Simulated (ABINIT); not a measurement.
# MgO (Fm-3m): changed settings of a GW run in ABINIT

Aim: change inputs of a GW run on MgO (Fm-3m) and see what moves.

Method: PBE and many-body steps on it, plane waves, in ABINIT 10.8.3.

## Step 1: The starting structure

It takes space group Fm-3m (No. 225, cubic). The conventional cell has a = 4.194 Å, b = 4.194 Å, c = 4.194 Å, α = 90.00°, β = 90.00°, γ = 90.00°. Mg has 6 O at 2.10 Å nearest. Nearest to O lie 6 Mg at 2.10 Å. Farther neighbours and most contacts between anions are not listed.

The cell and positions are those that the Materials Project relaxed with its own functionals (PBE, PBE+U or r2SCAN), kept fixed.

## Step 2: Screening, 6×6×6 mesh, 163 bands, screening to 304.8 eV

This step: ABINIT 10.8.3; RPA screening on PBE, plane waves, norm-conserving pseudopotentials.

The RPA dielectric matrix is built and inverted for each q.

Contents of run.abi:

```
acell 3*1.0 Angstrom
rprim 
  -0.000000000000 2.097001392700 2.097001392700
  2.097001392700 -0.000000000000 2.097001392700
  2.097001392700 2.097001392700 -0.000000000000
ntypat 2
znucl 12 8
natom 2
typat 1 2
xred 
  0.000000000000 0.000000000000 0.000000000000
  0.500000000000 0.500000000000 0.500000000000
pp_dirpath "pseudos"
pseudos "Mg.upf, O.upf"
ecut 38
ngkpt 6 6 6
nshiftk 1
shiftk 0 0 0
kptopt 1
chksymbreak 0
istwfk *1
occopt 1
irdwfk 1
optdriver 3
nband 163
ecuteps 11.2
inclvkb 2
awtr 1
symchi 1
indata_prefix "in"
outdata_prefix "out"
tmpdata_prefix "tmp"
```

Run with:

```sh
$ OMP_NUM_THREADS=1 mpirun -n 4 abinit run.abi > log
```

The program printed:

```text
.Version 10.8.3 of ABINIT. v10.8.2 released Aug 2026.

 Symmetries : space group Fm -3 m (#225); Bravais cF (face-center cubic)
[... echo of the input left out ...]
== DATASET  1 ==================================================================
-   mpi_nproc: 4, omp_nthreads: 1 (-1 if OMP is not activated)

--- !DatasetInfo
iteration_state: {dtset: 1, }
dimensions: {natom: 2, nkpt: 16, mband: 163, nsppol: 1, nspinor: 1, nspden: 1, mpw: 1411, }
cutoff_energies: {ecut:  38.0, pawecutdg:  -1.0, }
electrons: {nelect:   1.60000000E+01, charge:   0.00000000E+00, occopt:   1.00000000E+00, tsmear:   1.00000000E-02, }

 SCREENING: Calculation of the susceptibility and dielectric matrices

 Based on a program developped by R.W. Godby, V. Olevano, G. Onida, and L. Reining.
 Incorporated in ABINIT by V. Olevano, G.-M. Rignanese, and M. Torrent.
.Using double precision arithmetic ; gwpc =  8

[... cell and pseudopotentials left out ...]
--------------------------------------------------------------------------------

 ==== K-mesh for the wavefunctions ====
 Number of points in the irreducible wedge :    16
[... list of points left out ...]
 Together with 48 symmetry operations and time-reversal symmetry
 yields   216 points in the full Brillouin Zone.

 ==== Q-mesh for the screening function ====
 Number of points in the irreducible wedge :    16
[... list of points left out ...]
 Together with 48 symmetry operations and time-reversal symmetry
 yields   216 points in the full Brillouin Zone.

 setmesh: FFT mesh size selected  =    24x   24x   24
          total number of points  =        13824

 vcoul_init : cutoff-mode = AUXILIARY_FUNCTION
 q-points for optical limit:   1
     1)      0.000010    0.000020    0.000030

- screening: taking advantage of time-reversal symmetry
- Maximum band index for partially occupied states nbvw = 8
- Remaining bands to be divided among processors   nbcw = 155
- Number of bands treated by each node ~38

 Number of electrons calculated from density =   16.0000; Expected =   16.0000
 average of density, n =  0.128557
 r_s =    1.2291
 omega_plasma =   34.5863 [eV]

 calculating chi0 at frequencies [eV] :
  1    0.000000E+00    0.000000E+00
  2    0.000000E+00    3.458631E+01

--------------------------------------------------------------------------------
  q-point number  1        q = ( 0.000000, 0.000000, 0.000000) [r.l.u.]
--------------------------------------------------------------------------------
[... chi0 elements left out ...]
 For q-point:  0.000010 0.000020 0.000030
  dielectric constant =   3.0176
  dielectric constant without local fields =   3.2383

  Average fulfillment of the sum rule on Im[epsilon] for q-point    1 :     86.14  [%]
[... wings left out ...]
  q-point number  2        q = ( 0.166667, 0.000000, 0.000000) [r.l.u.]
--------------------------------------------------------------------------------
[... chi0 elements left out ...]
  Average fulfillment of the sum rule on Im[epsilon] for q-point    2 :     97.25  [%]

 [... 14 further q-points ...]
```

It took 2.5 min on 4 MPI ranks of Arm Neoverse V1, shared host; peak memory 1.1 GiB; 9.9 min of CPU time.

This step gave:

| Property | Result |
| --- | --- |
| ε∞ with local fields, on this mesh, along the program's q direction | 3.018 |
| the same without local fields | 3.238 |
| plasma frequency | 34.59 eV |
| plane waves in the screening matrix | 229 |

Local fields lower ε∞ by 7 %.

## Step 3: Base

The self-energy is evaluated for the states that the input lists, and the levels follow from it, in one-shot runs by the linearised quasiparticle equation.

This step: G0W0 on PBE, plane waves, norm-conserving pseudopotentials.

Changes to run.abi since step 2:

```diff
@@ -23,8 +23,15 @@
 irdwfk 1
-optdriver 3
+optdriver 4
 nband 163
+gwcalctyp 0
+ecutsigx 38
+symsigma 1
+nkptgw 1
+kptgw 
+  0.0000000000 0.0000000000 0.0000000000
+bdgw 
+  6 12
 ecuteps 11.2
-inclvkb 2
-awtr 1
-symchi 1
+irdscr 1
+ppmodel 1
 indata_prefix "in"
```

The program printed:

```text
.Version 10.8.3 of ABINIT. v10.8.2 released Aug 2026.

 Symmetries : space group Fm -3 m (#225); Bravais cF (face-center cubic)
[... echo of the input left out ...]
== DATASET  1 ==================================================================
-   mpi_nproc: 4, omp_nthreads: 1 (-1 if OMP is not activated)

--- !DatasetInfo
iteration_state: {dtset: 1, }
dimensions: {natom: 2, nkpt: 16, mband: 163, nsppol: 1, nspinor: 1, nspden: 1, mpw: 1411, }
cutoff_energies: {ecut:  38.0, pawecutdg:  -1.0, }
electrons: {nelect:   1.60000000E+01, charge:   0.00000000E+00, occopt:   1.00000000E+00, tsmear:   1.00000000E-02, }

 SIGMA: Calculation of the GW corrections

 Based on a program developped by R.W. Godby, V. Olevano, G. Onida, and L. Reining.
 Incorporated in ABINIT by V. Olevano, G.-M. Rignanese, and M. Torrent.
.Using double precision arithmetic ; gwpc =  8

[... cell and pseudopotentials left out ...]
--------------------------------------------------------------------------------

 ==== K-mesh for the wavefunctions ====
 Number of points in the irreducible wedge :    16
[... list of points left out ...]
 Together with 48 symmetry operations and time-reversal symmetry
 yields   216 points in the full Brillouin Zone.

 ==== Q-mesh for screening function ====
 Number of points in the irreducible wedge :    16
[... list of points left out ...]
 Together with 48 symmetry operations and time-reversal symmetry
 yields   216 points in the full Brillouin Zone.

 vcoul_init : cutoff-mode = AUXILIARY_FUNCTION
 q-points for optical limit:   1
     1)      0.000010    0.000020    0.000030
 setmesh: FFT mesh size selected  =    32x   32x   32
          total number of points  =        32768

 Number of electrons calculated from density =   16.0000; Expected =   16.0000
 average of density, n =  0.128557
 r_s =    1.2291
 omega_plasma =   34.5863 [eV]

 === KS Band Gaps ===
  >>>> For spin  1
   Minimum direct gap =   4.8948 [eV], located at k-point      :   0.0000  0.0000  0.0000
   Fundamental gap    =   4.8948 [eV], Top of valence bands at :   0.0000  0.0000  0.0000
                                       Bottom of conduction at :   0.0000  0.0000  0.0000
 SIGMA fundamental parameters:
 PLASMON POLE MODEL  1
 number of plane-waves for SigmaX                 1411
 number of plane-waves for SigmaC and W            229
 number of plane-waves for wavefunctions          1411
 number of bands                                   163
 number of independent spin polarizations            1
 number of spinorial components                      1
 number of k-points in IBZ                          16
 number of q-points in IBZ                          16
 number of symmetry operations                      48
 number of k-points in BZ                          216
 number of q-points in BZ                          216
 number of frequencies for dSigma/dE                 9
 frequency step for dSigma/dE [eV]                0.25
 number of omega for Sigma on real axis              0
 max omega for Sigma on real axis  [eV]           0.00
 zcut for avoiding poles [eV]                     0.10

 EPSILON^-1 parameters (SCR file):
 dimension of the eps^-1 matrix on file            229
 dimension of the eps^-1 matrix used               229
 number of plane-waves for wavefunctions          1411
 number of bands                                   163
 number of q-points in IBZ                          16
 number of frequencies                               2
 number of real frequencies                          1
 number of imag frequencies                          1

 matrix elements of self-energy operator (all in [eV])

 Perturbative Calculation

--- !SelfEnergy_ee
iteration_state: {dtset: 1, }
kpoint     : [   0.000,    0.000,    0.000, ]
spin       : 1
KS_gap     :    4.895
QP_gap     :    7.269
Delta_QP_KS:    2.374
data: !SigmaeeData |
     Band     E0 <VxcDFT>   SigX SigC(E0)      Z dSigC/dE  Sig(E)    E-E0       E
        6   4.841 -20.153 -25.631   3.575   0.807  -0.239 -21.689  -1.535   3.306
        7   4.841 -20.153 -25.631   3.575   0.807  -0.239 -21.689  -1.535   3.306
        8   4.841 -20.153 -25.631   3.575   0.807  -0.239 -21.689  -1.535   3.306
        9   9.736 -13.562  -8.944  -3.637   0.855  -0.170 -12.723   0.838  10.574
       10  20.877  -9.643  -3.728  -4.681   0.862  -0.160  -8.579   1.064  21.941
       11  20.877  -9.643  -3.728  -4.681   0.862  -0.160  -8.579   1.064  21.941
       12  20.877  -9.643  -3.728  -4.681   0.862  -0.160  -8.579   1.064  21.941

== END DATASET(S) ==============================================================
================================================================================

 -outvars: echo values of variables after computation  --------
           etotal      0.0000000000E+00
            nband         163
             nkpt          16
          spgroup         225
 [... the other variables as echoed above ...]

 Calculation completed.
```

Run time: 14 s. Hardware: 4 MPI ranks; peak memory 1 GiB.

This step gave:

```yaml
g0w0_gap_on_the_points_computed: 7.268 eV
starting_gap_on_the_mesh: 4.895 eV
k_of_the_valence_top: 0, 0, 0
k_of_the_conduction_bottom: 0, 0, 0
z_at_the_valence_top: 0.807
z_at_the_conduction_bottom: 0.855
least_direct_g0w0_gap_on_the_computed_points: 7.268 eV
```

The gap on the mesh goes from 4.89 eV to 7.27 eV, a correction of +2.37 eV.

## Step 4: Coulomb singularity

Changes to run.abi since step 3:

```diff
@@ -36,2 +36,3 @@
 ppmodel 1
+gw_icutcoul 3
 indata_prefix "in"
```

The program printed:

```text
.Version 10.8.3 of ABINIT. v10.8.2 released Aug 2026.

 Symmetries : space group Fm -3 m (#225); Bravais cF (face-center cubic)
[... echo of the input left out ...]
== DATASET  1 ==================================================================
-   mpi_nproc: 4, omp_nthreads: 1 (-1 if OMP is not activated)

--- !DatasetInfo
iteration_state: {dtset: 1, }
dimensions: {natom: 2, nkpt: 16, mband: 163, nsppol: 1, nspinor: 1, nspden: 1, mpw: 1411, }
cutoff_energies: {ecut:  38.0, pawecutdg:  -1.0, }
electrons: {nelect:   1.60000000E+01, charge:   0.00000000E+00, occopt:   1.00000000E+00, tsmear:   1.00000000E-02, }

 SIGMA: Calculation of the GW corrections

 Based on a program developped by R.W. Godby, V. Olevano, G. Onida, and L. Reining.
 Incorporated in ABINIT by V. Olevano, G.-M. Rignanese, and M. Torrent.
.Using double precision arithmetic ; gwpc =  8

[... cell and pseudopotentials left out ...]
--------------------------------------------------------------------------------

 ==== K-mesh for the wavefunctions ====
 Number of points in the irreducible wedge :    16
[... list of points left out ...]
 Together with 48 symmetry operations and time-reversal symmetry
 yields   216 points in the full Brillouin Zone.

 ==== Q-mesh for screening function ====
 Number of points in the irreducible wedge :    16
[... list of points left out ...]
 Together with 48 symmetry operations and time-reversal symmetry
 yields   216 points in the full Brillouin Zone.

 vcoul_init : cutoff-mode = CRYSTAL
 q-points for optical limit:   1
     1)      0.000010    0.000020    0.000030
 setmesh: FFT mesh size selected  =    32x   32x   32
          total number of points  =        32768

 Number of electrons calculated from density =   16.0000; Expected =   16.0000
[...]
number of q-points in BZ                          216
 number of frequencies for dSigma/dE                 9
 frequency step for dSigma/dE [eV]                0.25
 number of omega for Sigma on real axis              0
 max omega for Sigma on real axis  [eV]           0.00
 zcut for avoiding poles [eV]                     0.10

 EPSILON^-1 parameters (SCR file):
 dimension of the eps^-1 matrix on file            229
 dimension of the eps^-1 matrix used               229
 number of plane-waves for wavefunctions          1411
 number of bands                                   163
 number of q-points in IBZ                          16
 number of frequencies                               2
 number of real frequencies                          1
 number of imag frequencies                          1

 matrix elements of self-energy operator (all in [eV])

 Perturbative Calculation

--- !SelfEnergy_ee
iteration_state: {dtset: 1, }
kpoint     : [   0.000,    0.000,    0.000, ]
spin       : 1
KS_gap     :    4.895
QP_gap     :    7.170
Delta_QP_KS:    2.275
data: !SigmaeeData |
     Band     E0 <VxcDFT>   SigX SigC(E0)      Z dSigC/dE  Sig(E)    E-E0       E
        6   4.841 -20.153 -25.196   3.430   0.811  -0.233 -21.461  -1.308   3.533
        7   4.841 -20.153 -25.196   3.430   0.811  -0.233 -21.461  -1.308   3.533
        8   4.841 -20.153 -25.196   3.430   0.811  -0.233 -21.461  -1.308   3.533
        9   9.736 -13.562  -8.944  -3.491   0.859  -0.165 -12.595   0.967  10.703
       10  20.877  -9.643  -3.728  -4.535   0.866  -0.154  -8.448   1.195  22.072
       11  20.877  -9.643  -3.728  -4.535   0.866  -0.154  -8.448   1.195  22.072
       12  20.877  -9.643  -3.728  -4.535   0.866  -0.154  -8.448   1.195  22.072

== END DATASET(S) ==============================================================
================================================================================

 -outvars: echo values of variables after computation  --------
           etotal      0.0000000000E+00
            nband         163
             nkpt          16
          spgroup         225
 [... the other variables as echoed above ...]

 Calculation completed.
```

Wall time 14 s (4 MPI ranks); peak memory 1.1 GiB; 55 s of CPU time.

Numbers from this step:

| Quantity | Value |
| --- | --- |
| G0W0 gap on the points computed | 7.17 eV |
| starting gap on the mesh | 4.895 eV |
| k of the valence top | 0, 0, 0 |
| k of the conduction bottom | 0, 0, 0 |
| Z at the valence top | 0.811 |
| Z at the conduction bottom | 0.859 |
| least direct G0W0 gap on the computed points | 7.17 eV |

Against G0W0 in ABINIT (6×6×6 mesh, 163 bands, screening to 304.8 eV, Godby-Needs plasmon pole), the gap moves by −0.098 eV.

## Step 5: The runs together

Times are wall times on 4 MPI ranks of Arm Neoverse V1, shared host, good to a factor of about two. A run's time includes the screening step that it read.

```
                run   mesh  bands  screening cutoff (eV)  DFT gap (eV)  gap on the mesh (eV)  direct (eV)  ε∞ used     time
               base  6×6×6    163                  304.8         4.895                 7.268        7.268     3.02  2.7 min
Coulomb singularity  6×6×6    163                  304.8         4.895                 7.170        7.170     3.02  2.7 min
```

## Step 6: What came out

| Property | Result |
| --- | --- |
| base | 7.268 eV |
| Coulomb singularity | 7.170 eV |
| known limits | not at the basis limit |

Coulomb singularity: −0.098 eV against base (keys changed: gw_icutcoul). Bands and cutoff are finite, so the gap is not at the basis limit. The miss can reach some tenths of an eV and take either sign; the mesh is an error of its own. In the G0W0 runs levels were corrected at 1 k point alone, so a gap called «on the mesh» is the least over those, and an edge elsewhere would be missed.

[Paths, hosts, dates, memory and timing lines, banners, echoed tables and standing remarks are left out of the program output.]

[Logs are printed without paths, hosts, clocks, repeated set-up lines and the standing remarks that a program may print on its own settings, such as how far it seeks lower states.]

[Runs of the session that timed out or met a known fault of the program may be left out.]

[Hosts, paths, dates, database ids (printed as entryN), source tags and the programs' standing remarks are cut or masked in the printed files.]

[G0W0 gaps are taken among the corrected bands and points alone; a level outside them can change the order at an edge.]

[Where Ansatz stands beside ABINIT at settings called matched, ABINIT's density can come from a denser mesh and the files from another edition; pairs whose starting gaps differed by over 0.03 eV were left out, so agreement reads better than it is.]
